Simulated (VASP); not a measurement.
```
AlSb
1.0
    0.00000     3.08421     3.08421
    3.08421     0.00000     3.08421
    3.08421     3.08421     0.00000
Al Sb
1 1
Cartesian
  0.00000   0.00000   0.00000
  1.54210   1.54210   1.64210
```

Computed with PBEsol GGA, VASP's PBE PAW potentials (set 64) (plane waves; VASP). Numerical set-up: 480 eV cut-off, 8×8×8 Γ-centred mesh, Gaussian smearing of 0.050 eV, potentials Al Sb.

Unless said otherwise, spin-orbit coupling is left out, though it shifts the bands of the heavy elements here.

**Question.** Predict the energy per atom (σ→0), largest force, band gap (on the k-mesh) with the smallest direct gap where there is one.

**Answer.** 
- band gap (on the k-mesh): 0.79 eV
- smallest direct gap (on the k-mesh): 1.19 eV
- energy per atom (σ→0): -4.414 eV/atom
- largest force: 0.03058 Ry/bohr

Only differences to runs with the same potentials and settings are physical.

The compound is AlSb in the zinc blende structure. This cell was strained or had an atom moved on purpose.
